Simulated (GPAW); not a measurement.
TePb:

```
CELL_PARAMETERS angstrom
0.00000 3.23100 3.23100
3.23100 0.00000 3.23100
3.23100 3.23100 0.00000
ATOMIC_POSITIONS crystal
Pb 0.00000 0.00000 0.00000
Te 0.50000 0.50000 0.50000
```

Program: GPAW 26.7.0. Alike in all runs: no spin polarisation; cell as given; smearing fermi-dirac 0.05 eV. Hardware: 1 thread of Arm Neoverse V2 (shared host).

Q: Order these runs on this cell by their wall time, lowest first.
A. task single point; level LDA; potentials or basis the program's PAW data sets (release 1.2.1) made for this functional, pw; k mesh 6 × 6 × 6; cutoff (eV) 500; maxiter 120; convergence default
B. task band structure; level RPBE; potentials or basis the program's PAW data sets (release 1.2.1) made for this functional, pw; k mesh 7 × 7 × 7; cutoff (eV) 600; maxiter 150; band path GXWKGLUWLK,UX; band points 100
C. task band structure; level r2SCAN; potentials or basis GPAW PAW data sets (gpaw-data 1.2.1), pw; k mesh 7 × 7 × 7; cutoff (eV) 600; maxiter 150; band path GXWKGLUWLK,UX; band points 80

A: A (8.4 s), B (93 s), C (270 s).

Not every run made on this cell is shown here.
